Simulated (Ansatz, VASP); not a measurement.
# One calculation of Sc, two programs

The input INCAR:

```
SYSTEM = Sc
PREC     = Accurate       ! precision mode
ENCUT    = 520            ! plane-wave cutoff, eV
EDIFF    = 1E-7           ! SCF threshold, eV
ISMEAR   = -1             ! smearing method
SIGMA    = 0.05           ! smearing width, eV
LREAL    = .FALSE.        ! projectors in reciprocal space
LASPH    = .TRUE.         ! aspherical terms in the spheres
NELM     = 100            ! most SCF steps
ALGO     = Normal         ! electronic algorithm
ISIF     = 2              ! what is computed and relaxed
LWAVE    = .FALSE.        ! write WAVECAR
LCHARG   = .FALSE.        ! write CHGCAR
GGA      = PE             ! functional
NBANDS   = 18             ! bands
```

Contents of KPOINTS:

```
regular mesh
0
G
  9 9 5
  0 0 0
```

File POSCAR:

```
Sc
1.0
    3.3309145459      0.0000000000      0.0000000000
   -1.6654572730      2.8846566146      0.0000000000
    0.0000000000      0.0000000000      5.3082235343
Sc
2
Direct
    0.6666666667      0.3333333333      0.7500000000
    0.3333333333      0.6666666667      0.2500000000
```

input.yaml

```yaml
crystal:
  lattice:
    - [3.3309145459, 0.0, 0.0]
    - [-1.665457273, 2.8846566146, 0.0]
    - [0.0, 0.0, 5.3082235343]
  atoms:
    - { symbol: Sc, position: [0.6666666667, 0.3333333333, 0.75] }
    - { symbol: Sc, position: [0.3333333333, 0.6666666667, 0.25] }
hamiltonian:
  xc: pbe
  pseudopotentials: { kind: paw }
kpoints:
  mp_grid: { grid: [9, 9, 5] }
scf:
  occupations: { method: fermi_dirac, width: 0.05 }
output:
  forces: true
  stress: true
  eigenvalues: true
```

Change from the starting cell: volume scaled by 1.02.

Alike in both runs: task single point; functional PBE; k mesh 9 × 9 × 5; occupations fermi-dirac, width 0.05 eV; no spin polarisation.

```csv
,VASP,Ansatz
version,VASP 6.6.1,Ansatz 0.2.0
potentials or method,"VASP PAW PBE potentials, release 64 (Sc_sv)",Ansatz PAW
plane-wave cutoff (eV),520,420
valence electrons in the cell,22,22
```

VASP gave:

| Quantity | Value |
| --- | --- |
| gap on the k mesh at the Fermi level (eV) | none |
| pressure (GPa) | -1.6 |
| largest component of the traceless stress (GPa) | 0.95 |

Q: Which values does Ansatz return?

A: gap on the k mesh at the Fermi level (eV): none; pressure (GPa): -1.7; largest component of the traceless stress (GPa): 0.96.

A gap of «none» marks a metal or a gap that the smearing closes.
